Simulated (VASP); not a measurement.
# Ti (P6/mmm) in VASP: notebook

The runs below take Ti through single point, with PBE.

Program: VASP 6.6.1. These are calculated values, not measurements. Logs are shortened: lines on timing, memory, paths and dates and some standing lists are left out, and cuts for length are marked.

**1. The crystal as given**

It takes space group P6/mmm (No. 191, hexagonal). Conventional cell: a = 4.567 Å, b = 4.567 Å, c = 2.826 Å, α = 90.00°, β = 90.00°, γ = 120.00°. Ti (site symmetry -6m2) has 11 Ti at 2.64 to 2.99 Å as nearest neighbours. Ti (site symmetry 6/mmm) is surrounded by 14 Ti at 2.83 to 2.99 Å.

This isn't the form of Ti at room conditions, which is hcp.

**2. Single point, PBE**

INCAR

```
SYSTEM = Ti
PREC     = Accurate       ! precision mode
ENCUT    = 400            ! plane-wave cutoff, eV
EDIFF    = 1E-6           ! SCF threshold, eV
ISMEAR   = 0              ! smearing method
SIGMA    = 0.15           ! smearing width, eV
LREAL    = .False.        ! projectors in reciprocal space
LASPH    = .True.         ! aspherical terms in the spheres
NELM     = 100            ! most SCF steps
ALGO     = Normal         ! electronic algorithm
ISIF     = 2              ! what is computed and relaxed
LWAVE    = .False.        ! write WAVECAR
LCHARG   = .False.        ! write CHGCAR
GGA      = PE             ! functional
NBANDS   = 13             ! bands
ADDGRID  = .False.
```

KPOINTS

```
Automatic mesh
0
Gamma
  12 12 17
  0 0 0
```

POSCAR

```
Ti
1.0
    4.5673748306      0.0000000000      0.0000000000
   -2.2836874153      3.9554626319      0.0000000000
    0.0000000000      0.0000000000      2.8262442700
Ti
3
Direct
    0.6666666667      0.3333333333      0.5000000000
    0.3333333333      0.6666666667      0.5000000000
    0.0000000000      0.0000000000      0.0000000000
```

Potentials or basis: VASP PAW PBE potentials, release 64 (Ti).

Started as:

```console
$ cat potpaw_PBE.64/Ti/POTCAR > POTCAR
$ mpirun -np 1 vasp_std > vasp.out
```

OUTCAR:

```text
SYSTEM = Ti
   PREC = Accurate
   ENCUT = 400
   EDIFF = 1E-6
   ISMEAR = 0
   LREAL = .False.
   LASPH = .True.
   NELM = 100
   ISIF = 2
   GGA = PE

 Found    171 irreducible k-points:

 Following reciprocal coordinates:
            Coordinates               Weight
  0.000000  0.000000  0.000000      1.000000
  0.083333  0.000000  0.000000      6.000000
  0.166667  0.000000  0.000000      6.000000
  0.250000  0.000000  0.000000      6.000000
  0.333333  0.000000  0.000000      6.000000
  0.416667  0.000000  0.000000      6.000000
   k-points           NKPTS =    171   k-points in BZ     NKDIM =    171   number of bands    NBANDS=     13
   number of dos      NEDOS =    301   number of ions     NIONS =      3
   total plane-waves  NPLWV =  16200
   dimension x,y,z NGX =    30 NGY =   30 NGZ =   18
   dimension x,y,z NGXF=    60 NGYF=   60 NGZF=   36
   ions per type =               3
   NGX,Y,Z   is equivalent  to a cutoff of  10.92, 10.92, 10.59 a.u.
   NGXF,Y,Z  is equivalent  to a cutoff of  21.84, 21.84, 21.18 a.u.
 SYSTEM =  Ti
   PREC   = accura    normal or accurate (medium, high low for compatibility)
   ISTART =      0    job   : 0-new  1-cont  2-samecut
   ICHARG =      2    charge: 1-file 2-atom 10-const
   ISPIN  =      1    spin polarized calculation?
   LNONCOLLINEAR =      F non collinear calculations
   LSORBIT =      F    spin-orbit coupling
   LASPH  =      T    aspherical Exc in radial PAW
   ENCUT  =  400.0 eV  29.40 Ry    5.42 a.u.   7.45  7.45  4.61*2*pi/ulx,y,z
   NELM   =    100;   NELMIN=  2; NELMDL= -5     # of ELM steps
   EDIFF  = 0.1E-05   stopping-criterion for ELM
   LREAL  =      F    real-space projection
   EDIFFG = 0.1E-04   stopping-criterion for IOM
   NSW    =      0    number of steps for IOM
   IBRION =     -1    ionic relax: 0-MD 1-quasi-New 2-CG
   NFREE  =      0    steps in history (QN), initial steepest desc. (CG)
   ISIF   =      2    stress and relaxation
   ISYM   =      2    0-nonsym 1-usesym 2-fastsym
   POTIM  = 0.5000    time-step for ionic-motion
   TEBEG  =    0.0;   TEEND  =   0.0 temperature during run
   PSTRESS=    0.0 pullay stress
   NELECT =      12.0000    total number of electrons
   NUPDOWN=      -1.0000    fix difference up-down
   EMIN   =  10.00;   EMAX   =-10.00  energy-range for DOS
   EFERMI =   0.00;   METHOD = LEGACY
   ISMEAR =     0;   SIGMA  =   0.15  broadening in eV -4-tet -1-fermi 0-gaus
   EFERMI_NEDOS =   21; number of points for ismear=-14 and -15
   IALGO  =     38    algorithm
   IMIX   =      4    mixing-type and parameters
     AMIX     =   0.40;   BMIX     =  1.00
     AMIX_MAG =   1.60;   BMIX_MAG =  1.00
  volume/ion in A,a.u.               =      17.02       114.85
  Fermi-wavevector in a.u.,A,eV,Ry     =   1.010285  1.909162 13.887145  1.020676
  Thomas-Fermi vector in A             =   2.143265
   LORBIT       =      0    0 simple, 1 ext, 2 COOP (PROOUT), +10 PAW based schemes
   GGA     = PE    functional components
   LHFCALC =     F    Hartree Fock is set to
   AEXX    =    0.0000 exact exchange contribution
   IVDW    =     0    specifies the selected vdW correction
   LEPSILON=     F    determine dielectric tensor
   LRPA    =     F    only Hartree local field effects (RPA)
 non-spin polarized calculation
 Gauss-broadening in eV      SIGMA  =   0.15
  energy-cutoff  :      400.00
  volume of cell :       51.06
 maximum number of plane-waves:       946
 NGX is ok and might be reduce to    30
   NGX = 15   NGY = 15   NGZ =  9

 number of electron      12.0000003 magnetization

 Free energy of the ion-electron system (eV)
  ---------------------------------------------------
  ext. energy  EPLUGINS =         0.00000000
  ---------------------------------------------------
  free energy    TOTEN  =       -23.34258598 eV

  energy without entropy =      -23.31054076  energy(sigma->0) =      -23.32656337

 E-fermi :   3.0486     XC(G=0): -11.1539

 val. band max:        3.0423614842   @ k =   0.0000   0.0000   0.0000
 cond. band min:       3.0576754673   @ k =   0.2500   0.1667   0.0000
 fundamental gap:      0.0153139831
 Fermi energy:         3.0486452927

 k-point     1 :       0.0000    0.0000    0.0000
  band No.  band energies     occupation
      1      -2.9678      2.00000
      2       1.1183      2.00000
      3       2.3491      2.00000
      4       2.3491      2.00000
      5       2.4469      2.00000
      6       2.4469      2.00000
      7       3.0424      1.04724
      8       3.7232      0.00000
      9       4.3205      0.00000
     10       4.3205      0.00000
     11       4.8379      0.00000
     12       4.8381      0.00000
     13       4.9455      0.00000

 k-point     2 :       0.0833    0.0000    0.0000
  band No.  band energies     occupation
      1      -2.8868      2.00000
      2       1.1244      2.00000
      3       2.0838      2.00000
      4       2.2541      2.00000
      5       2.4265      2.00000
      6       2.6260      1.99993
      7       3.1411      0.38330
      8       3.7369      0.00000
      9       4.2654      0.00000
     10       4.3825      0.00000
     11       4.6574      0.00000
     12       4.6808      0.00000
     13       5.1424      0.00000

 k-point     3 :       0.1667    0.0000    0.0000
  band No.  band energies     occupation
      1      -2.6479      2.00000
      2       1.0942      2.00000
      3       1.7117      2.00000
      4       2.2083      2.00000
      5       2.2163      2.00000
      6       2.9171      1.78499
      7       3.2681      0.03855
      8       3.7487      0.00000
      9       4.1099      0.00000
     10       4.4584      0.00000
     11       4.5534      0.00000
     12       4.5582      0.00000
     13       5.3896      0.00000

 k-point     4 :       0.2500    0.0000    0.0000
  band No.  band energies     occupation
      1      -2.2637      2.00000
      2       0.9128      2.00000
      3       1.3434      2.00000
      4       2.0766      2.00000
      5       2.2473      2.00000
      6       3.2551      0.05158
      7       3.2735      0.03402
      8       3.7244      0.00000
      9       3.8869      0.00000
     10       4.2928      0.00000
     11       4.5254      0.00000
     12       4.8052      0.00000
     13       5.6332      0.00000

 k-point     5 :       0.3333    0.0000    0.0000
  band No.  band energies     occupation
      1      -1.7556      2.00000
      2       0.6200      2.00000
      3       0.8800      2.00000
      4       2.1745      2.00000
      5       2.3638      2.00000
      6       3.1544      0.31869
      7       3.4610      0.00010
      8       3.6641      0.00000
      9       3.7728      0.00000
     10       4.1690      0.00000
     11       4.5891      0.00000
     12       5.1141      0.00000
     13       5.6795      0.00000

 k-point     6 :       0.4167    0.0000    0.0000
  band No.  band energies     occupation
      1      -1.1550      2.00000
      2       0.1475      2.00000
      3       0.5484      2.00000
      4       2.4054      2.00000
      5       2.5327      2.00000
      6       2.9444      1.67441
      7       3.2531      0.05387
      8       3.6029      0.00000
      9       4.0242      0.00000
     10       4.0926      0.00000
     11       4.7464      0.00000
     12       5.3270      0.00000
     13       5.4494      0.00000

 [... further k-points ...]

------------------------ aborting loop because EDIFF is reached ----------------------------------------

  FORCE on cell =-STRESS in cart. coord.  units (eV):
  Direction    XX          YY          ZZ          XY          YZ          ZX
  --------------------------------------------------------------------------------------
  -------------------------------------------------------------------------------------
  Total       -0.3742757     -0.3742757     -0.3498387      0.0000000      0.0000000     -0.0000000
  in kB      -11.7443382    -11.7443382    -10.9775343      0.0000000      0.0000000     -0.0000000
  external PRESSURE =     -11.4887369 kB  Pullay stress =       0.0000000 kB

 VOLUME and BASIS-vectors are now :
 -----------------------------------------------------------------------------
  energy-cutoff  :      400.00
  volume of cell :       51.06
      direct lattice vectors                 reciprocal lattice vectors
     4.567374831  0.000000000  0.000000000     0.218944150  0.126407464  0.000000000
    -2.283687415  3.955462632  0.000000000     0.000000000  0.252814928  0.000000000
     0.000000000  0.000000000  2.826244270     0.000000000  0.000000000  0.353826458

 POSITION                                       TOTAL-FORCE (eV/Angst)
 -----------------------------------------------------------------------------------
      2.28369      1.31849      1.41312         0.000000      0.000000      0.000000
     -0.00000      2.63698      1.41312        -0.000000     -0.000000      0.000000
      0.00000      0.00000      0.00000        -0.000000      0.000000      0.000000
 -----------------------------------------------------------------------------------
    total drift:                               -0.000000      0.000000      0.000000

  FREE ENERGIE OF THE ION-ELECTRON SYSTEM (eV)
  ---------------------------------------------------
  free  energy   TOTEN  =       -23.3425859760 eV

  energy  without entropy=      -23.3105407638  energy(sigma->0) =      -23.32656337
```

It took 46 s on 1 thread of Intel Xeon Platinum 8488C (Sapphire Rapids), shared host; peak memory 0.19 GiB.

The run converged, but some of its settings lie outside the range that counts as converged, so its numbers aren't taken as properties of the crystal.

What came out:

* Free energy: -23.3426 eV
* Pressure: -1.1 GPa
* Band gap on the k mesh: none (metal or under the smearing width)

**3. Single point, PBE**

INCAR is that of step 2.

KPOINTS is that of step 2.

POSCAR

```
Ti
1.0
    4.5673748306      0.0000000000      0.0000000000
   -2.2836874153      3.9554626319      0.0000000000
    0.0000000000      0.0000000000      2.8262442700
Ti
3
Direct
    0.6535550000      0.3369470000      0.4982190000
    0.3492570000      0.6782810000      0.5288300000
    0.0014220000     -0.0021490000     -0.0037100000
```

Potentials or basis: VASP PAW PBE potentials, release 64 (Ti).

Started as:

```console
$ cat potpaw_PBE.64/Ti/POTCAR > POTCAR
$ mpirun -np 1 vasp_std > vasp.out
```

OUTCAR:

```text
SYSTEM = Ti
   PREC = Accurate
   ENCUT = 400
   EDIFF = 1E-6
   ISMEAR = 0
   LREAL = .False.
   LASPH = .True.
   NELM = 100
   ISIF = 2
   GGA = PE

 Found   1226 irreducible k-points:

 Following reciprocal coordinates:
            Coordinates               Weight
  0.000000  0.000000  0.000000      1.000000
  0.083333  0.000000  0.000000      2.000000
  0.000000  0.083333  0.000000      2.000000
 -0.083333  0.083333  0.000000      2.000000
  0.166667  0.000000  0.000000      2.000000
  0.000000  0.166667  0.000000      2.000000
   k-points           NKPTS =   1226   k-points in BZ     NKDIM =   1226   number of bands    NBANDS=     13
   number of dos      NEDOS =    301   number of ions     NIONS =      3
   total plane-waves  NPLWV =  16200
   dimension x,y,z NGX =    30 NGY =   30 NGZ =   18
   dimension x,y,z NGXF=    60 NGYF=   60 NGZF=   36
   ions per type =               3
   NGX,Y,Z   is equivalent  to a cutoff of  10.92, 10.92, 10.59 a.u.
   NGXF,Y,Z  is equivalent  to a cutoff of  21.84, 21.84, 21.18 a.u.
 SYSTEM =  Ti
   PREC   = accura    normal or accurate (medium, high low for compatibility)
   ISTART =      0    job   : 0-new  1-cont  2-samecut
   ICHARG =      2    charge: 1-file 2-atom 10-const
   ISPIN  =      1    spin polarized calculation?
   LNONCOLLINEAR =      F non collinear calculations
   LSORBIT =      F    spin-orbit coupling
   LASPH  =      T    aspherical Exc in radial PAW
   ENCUT  =  400.0 eV  29.40 Ry    5.42 a.u.   7.45  7.45  4.61*2*pi/ulx,y,z
   NELM   =    100;   NELMIN=  2; NELMDL= -5     # of ELM steps
   EDIFF  = 0.1E-05   stopping-criterion for ELM
   LREAL  =      F    real-space projection
   EDIFFG = 0.1E-04   stopping-criterion for IOM
   NSW    =      0    number of steps for IOM
   IBRION =     -1    ionic relax: 0-MD 1-quasi-New 2-CG
   NFREE  =      0    steps in history (QN), initial steepest desc. (CG)
   ISIF   =      2    stress and relaxation
   ISYM   =      2    0-nonsym 1-usesym 2-fastsym
   POTIM  = 0.5000    time-step for ionic-motion
   TEBEG  =    0.0;   TEEND  =   0.0 temperature during run
   PSTRESS=    0.0 pullay stress
   NELECT =      12.0000    total number of electrons
   NUPDOWN=      -1.0000    fix difference up-down
   EMIN   =  10.00;   EMAX   =-10.00  energy-range for DOS
   EFERMI =   0.00;   METHOD = LEGACY
   ISMEAR =     0;   SIGMA  =   0.15  broadening in eV -4-tet -1-fermi 0-gaus
   EFERMI_NEDOS =   21; number of points for ismear=-14 and -15
   IALGO  =     38    algorithm
   IMIX   =      4    mixing-type and parameters
     AMIX     =   0.40;   BMIX     =  1.00
     AMIX_MAG =   1.60;   BMIX_MAG =  1.00
  volume/ion in A,a.u.               =      17.02       114.85
  Fermi-wavevector in a.u.,A,eV,Ry     =   1.010285  1.909162 13.887145  1.020676
  Thomas-Fermi vector in A             =   2.143265
   LORBIT       =      0    0 simple, 1 ext, 2 COOP (PROOUT), +10 PAW based schemes
   GGA     = PE    functional components
   LHFCALC =     F    Hartree Fock is set to
   AEXX    =    0.0000 exact exchange contribution
   IVDW    =     0    specifies the selected vdW correction
   LEPSILON=     F    determine dielectric tensor
   LRPA    =     F    only Hartree local field effects (RPA)
 non-spin polarized calculation
 Gauss-broadening in eV      SIGMA  =   0.15
  energy-cutoff  :      400.00
  volume of cell :       51.06
 maximum number of plane-waves:       946
 NGX is ok and might be reduce to    30
   NGX = 15   NGY = 15   NGZ =  9

 number of electron      12.0000002 magnetization

 Free energy of the ion-electron system (eV)
  ---------------------------------------------------
  ext. energy  EPLUGINS =         0.00000000
  ---------------------------------------------------
  free energy    TOTEN  =       -23.31175298 eV

  energy without entropy =      -23.27925801  energy(sigma->0) =      -23.29550549

 E-fermi :   3.0408     XC(G=0): -11.1501

 val. band max:        3.0406553136   @ k =  -0.3333  -0.1667   0.0588
 cond. band min:       3.0408187200   @ k =   0.4167  -0.0833  -0.1176
 fundamental gap:      0.0001634065
 Fermi energy:         3.0408143265

 k-point     1 :       0.0000    0.0000    0.0000
  band No.  band energies     occupation
      1      -2.9626      2.00000
      2       1.1142      2.00000
      3       2.3074      2.00000
      4       2.3956      2.00000
      5       2.4122      2.00000
      6       2.5012      2.00000
      7       3.0301      1.08012
      8       3.6902      0.00000
      9       4.3042      0.00000
     10       4.3307      0.00000
     11       4.7116      0.00000
     12       4.8402      0.00000
     13       4.9657      0.00000
[... 65 lines left out ...]
 k-point     6 :       0.0000    0.1667    0.0000
  band No.  band energies     occupation
      1      -2.6429      2.00000
      2       1.0831      2.00000
      3       1.7258      2.00000
      4       2.1709      2.00000
      5       2.2176      2.00000
      6       2.9162      1.75997
      7       3.2841      0.02181
      8       3.7300      0.00000
      9       4.1121      0.00000
     10       4.3907      0.00000
     11       4.5643      0.00000
     12       4.6789      0.00000
     13       5.2997      0.00000

 [... further k-points ...]
[... 5 lines left out ...]
  --------------------------------------------------------------------------------------
  -------------------------------------------------------------------------------------
  Total       -0.2550170     -0.3656278     -0.2076673      0.0741458      0.0434816      0.0249416
  in kB       -8.0021398    -11.4729788     -6.5163586      2.3266100      1.3644035      0.7826392
  external PRESSURE =      -8.6638257 kB  Pullay stress =       0.0000000 kB

 VOLUME and BASIS-vectors are now :
 -----------------------------------------------------------------------------
  energy-cutoff  :      400.00
  volume of cell :       51.06
      direct lattice vectors                 reciprocal lattice vectors
     4.567374831  0.000000000  0.000000000     0.218944150  0.126407464  0.000000000
    -2.283687415  3.955462632  0.000000000     0.000000000  0.252814928  0.000000000
     0.000000000  0.000000000  2.826244270     0.000000000  0.000000000  0.353826458

 POSITION                                       TOTAL-FORCE (eV/Angst)
 -----------------------------------------------------------------------------------
      2.21555      1.33278      1.40809         0.290562     -0.024916      0.004473
      0.04621      2.68292      1.49460        -0.258045     -0.052525     -0.264500
     -2.27228      3.94696      2.81576        -0.032517      0.077441      0.260027
 -----------------------------------------------------------------------------------
    total drift:                               -0.000050      0.000008      0.000016

  FREE ENERGIE OF THE ION-ELECTRON SYSTEM (eV)
  ---------------------------------------------------
  free  energy   TOTEN  =       -23.3117529754 eV

  energy  without entropy=      -23.2792580104  energy(sigma->0) =      -23.29550549
```

OSZICAR:

```text
N       E                     dE             d eps       ncg     rms          rms(c)
DAV:   1     0.242038632586E+02    0.24204E+02   -0.37558E+03 31940   0.659E+02
DAV:   2    -0.236616625670E+02   -0.47866E+02   -0.44590E+02 32290   0.135E+02
DAV:   3    -0.264852194726E+02   -0.28236E+01   -0.26353E+01 46901   0.336E+01
DAV:   4    -0.265525750013E+02   -0.67356E-01   -0.67153E-01 36150   0.520E+00
DAV:   5    -0.265532852039E+02   -0.71020E-03   -0.71000E-03 44201   0.451E-01    0.194E+01
DAV:   6    -0.236980757116E+02    0.28552E+01   -0.63572E+00 32856   0.218E+01    0.549E+00
DAV:   7    -0.233967141232E+02    0.30136E+00   -0.18615E+00 37480   0.106E+01    0.205E+00
DAV:   8    -0.233329651509E+02    0.63749E-01   -0.44096E-01 52848   0.485E+00    0.831E-01
DAV:   9    -0.233152376150E+02    0.17728E-01   -0.70115E-02 48814   0.191E+00    0.395E-01
DAV:  10    -0.233132723845E+02    0.19652E-02   -0.78402E-03 51796   0.602E-01    0.297E-01
DAV:  11    -0.233118831056E+02    0.13893E-02   -0.78202E-03 51400   0.554E-01    0.889E-02
DAV:  12    -0.233117947996E+02    0.88306E-04   -0.31837E-04 45539   0.154E-01    0.345E-02
DAV:  13    -0.233117708025E+02    0.23997E-04   -0.36165E-05 41447   0.496E-02    0.185E-02
DAV:  14    -0.233117550085E+02    0.15794E-04   -0.16493E-05 51829   0.253E-02    0.333E-03
DAV:  15    -0.233117530613E+02    0.19472E-05   -0.11386E-06 20608   0.828E-03    0.130E-03
DAV:  16    -0.233117529754E+02    0.85922E-07   -0.15124E-07 17233   0.307E-03
   1 F= -.23311753E+02 E0= -.23295505E+02  d E =-.324950E-01
```

Wall time 5.4 min (1 thread of Intel Xeon Platinum 8488C (Sapphire Rapids), shared host); peak memory 0.54 GiB.

These settings aren't checked as converged: the numbers below hold their error.

What came out:

- Free energy: -23.3118 eV
- Pressure: -0.9 GPa
- Largest force: 0.373 eV/Å
- Band gap on the k mesh: none (metal or under the smearing width)
